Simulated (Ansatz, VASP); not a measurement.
**Bi: VASP beside Ansatz**

The input INCAR:

```
SYSTEM = Bi
PREC = Accurate
ENCUT = 520
EDIFF = 1E-6
ISMEAR = 0
SIGMA = 0.05
LREAL = .False.
LASPH = .True.
NELM = 100
ALGO = Normal
ISIF = 2
LWAVE = .False.
LCHARG = .False.
GGA = PE
NBANDS = 14
```

Contents of KPOINTS:

```
regular mesh
0
Gamma
  14 14 14
  0 0 0
```

File POSCAR:

```
Bi
1.0
    0.0000000000      2.5175268456      2.5175268456
    2.5175268456      0.0000000000      2.5175268456
    2.5175268456      2.5175268456      0.0000000000
Bi
1
Direct
    0.0000000000      0.0000000000      0.0000000000
```

Input for Ansatz:

```yaml
crystal:
  lattice:
    - [0.0, 2.5175268456, 2.5175268456]
    - [2.5175268456, 0.0, 2.5175268456]
    - [2.5175268456, 2.5175268456, 0.0]
  atoms:
    - { symbol: Bi, position: [0.0, 0.0, 0.0] }
basis:
  ecutwfc: 600
  ecutrho_ratio: 5
kpoints:
  mp_grid: { grid: [14, 14, 14] }
hamiltonian:
  xc: pbe
scf:
  occupations: { method: gaussian, width: 0.05 }
output:
  forces: true
  stress: true
  eigenvalues: true
```

Alike in both runs: task single point; functional PBE; k mesh 14 × 14 × 14; occupations gaussian, width 0.05 eV; no spin polarisation.

|  | VASP | Ansatz |
| --- | --- | --- |
| version | VASP 6.6.1 | Ansatz 0.2.0 |
| potentials or method | VASP PAW PBE potentials, release 64 (Bi_d) | scalar-relativistic, plane waves, PAW |
| plane-wave cutoff (eV) | 520 | 600 |
| valence electrons in the cell | 15 | 15 |

```csv
,VASP,Ansatz,Ansatz less VASP
gap on the k mesh at the Fermi level (eV),none,none,-
pressure (GPa),-0.1,-0.1,+0.05
```

A gap of «none» marks a metal or a gap that the smearing closes.

Caveats: spin-orbit coupling is left out, which moves the levels of the heavy elements.
